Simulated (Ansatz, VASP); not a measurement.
## Two plane-wave programs on Ru2S

```xyz
3
Lattice="1.6685 0.9633 5.0394 -1.6685 0.9633 5.0394 0.0000 -1.9266 5.0394" Properties=species:S:1:pos:R:3 pbc="T T T"
Ru    0.0000    0.0000   11.3386
Ru    0.0000    0.0000    3.7795
S     0.0000    0.0000    0.0000
```

Alike in both runs: task single point; functional PBE; k mesh 6 × 6 × 6; occupations gaussian, width 0.1 eV; collinear spin.

|  | VASP | Ansatz |
| --- | --- | --- |
| version | VASP 6.6.1 | Ansatz 0.2.0 |
| potentials or method | VASP PAW PBE potentials, release 64 (Ru_pv, S) | scalar-relativistic, plane waves, PAW |
| plane-wave cutoff (eV) | 520 | 420 |
| valence electrons in the cell | 34 | 38 |

VASP gave:

* gap on the k mesh at the Fermi level (eV): none
* pressure (GPa): -10.6
* largest component of the traceless stress (GPa): 12.58
* rms of the force components (eV/Å): 0.007
* net moment per atom (μB): 0.00

Problem. Estimate Ansatz's values.

Solution. gap on the k mesh at the Fermi level (eV): none; pressure (GPa): -10.7; largest component of the traceless stress (GPa): 12.58; rms of the force components (eV/Å): 0.014; net moment per atom (μB): 0.00.

Atom by atom the forces differ by 0.008 eV/Å (rms over components). A gap of «none» marks a metal or a gap that the smearing closes. The two sets of potentials don't hold the same shells in valence. Ansatz warned: «seeded_moment_not_kept».

Caveats: the k mesh is coarse (spacing up to 0.37 Å⁻¹), so the values aren't converged.
